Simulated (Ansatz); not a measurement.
From three elastic constants to directional properties of ScAl3

Theory: Ansatz, DFT PBEsol, scalar-relativistic, plane waves, PAW. Plane waves to 420 eV; Γ-centred k mesh 10×10×10; Fermi-Dirac smearing of 0.15 eV. No spin polarisation.

Relaxed structure:
Space group Pm-3m (No. 221). a = 4.074 Å, b = 4.074 Å, c = 4.074 Å, α = 90.00°, β = 90.00°, γ = 90.00°
```csv
atom,site,symmetry,x,y,z
Sc,1a,m-3m,0.0000,0.0000,0.0000
Al,3c,4/mm.m,0.5000,0.0000,0.5000
```

In a metal, frequencies and elastic constants depend on the k mesh and the smearing, soft modes and shear constants most.

With ions relaxed, on the cubic axes: C11 = 184.6, C12 = 44.0, C44 = 74.7 GPa. The density is 3.092 g/cm³. Zone-centre modes weren't checked beside this run.

Question: Is the crystal stable against strain, and how anisotropic is it?

Answer: Born's conditions hold: C11 + 2C12 = 272.6, C11 − C12 = 140.7 and C44 = 74.7 GPa are all positive. B = (C11 + 2C12)/3 = 90.9 GPa. The two shear moduli are C44 and C′ = (C11 − C12)/2 = 70.3 GPa, so Zener's ratio is A = C44/C′ = 1.06: nearly isotropic. The Cauchy pressure C12 − C44 is -30.7 GPa; it would vanish for pair forces between atoms on inversion centres at zero pressure, and a negative value is usual with directional bonding, though many-body forces give one in some ionic oxides too.

Question: Give the sound speeds along the three symmetry directions.

Answer: The Christoffel equation gives ρv² for each branch:
```tsv
direction	branch	ρv²	GPa	v (m/s)
[100]	L	C11	184.6	7727
[100]	T (×2)	C44	74.7	4914
[110]	L	(C11 + C12 + 2C44)/2	189.0	7817
[110]	T, u ∥ [001]	C44	74.7	4914
[110]	T, u ∥ [1-10]	(C11 − C12)/2	70.3	4769
[111]	L	(C11 + 2C12 + 4C44)/3	190.4	7847
[111]	T (×2)	(C11 − C12 + C44)/3	71.8	4818
```

Question: How does Young's modulus depend on direction?

Answer: Inverting gives S11 = 5.962, S12 = -1.147, S44 = 13.390 TPa⁻¹. Along a unit vector (l, m, n), 1/E = S11 − 2(S11 − S12 − S44/2)(l²m² + m²n² + n²l²), where the last bracket is 0, 1/4 and 1/3 for [100], [110] and [111]: E = 168, 174 and 176 GPa. With A > 1 the body diagonal is stiffest. For a film on (001), the biaxial modulus is C11 + C12 − 2C12²/C11 = 208 GPa and the normal strain is −2C12/C11 = -0.48 times the in-plane one.

Cost: 1 run of about 0.49 core-minutes, on Intel Xeon Platinum 8488C (Sapphire Rapids) (shared hosts).

ScAl3 combines near-isotropy with a strong resistance to shear: both shear moduli, 74.7 and 70.3 GPa, are a large fraction of the bulk modulus of 90.9 GPa. Elemental aluminium is also nearly isotropic, but it is much softer in shear and has a positive Cauchy pressure, so the isotropy here is no sign of simple-metal bonding. The likely origin of the stiffness is hybridisation between Sc 3d and Al 3p states, which adds an angular dependence to the bonding and penalises shape changes as well as volume changes. The negative Cauchy pressure fits this picture but doesn't prove it, since elastic constants carry no orbital information.

The two shear moduli are so close that their order, and with it the choice of stiffest axis, is less secure than the near-isotropy itself. The high ratio of shear to bulk stiffness suggests limited ductility, in line with the known brittleness of this trialuminide, though fracture and slip also depend on surface, antiphase-boundary and stacking-fault energies, which elastic constants don't supply.
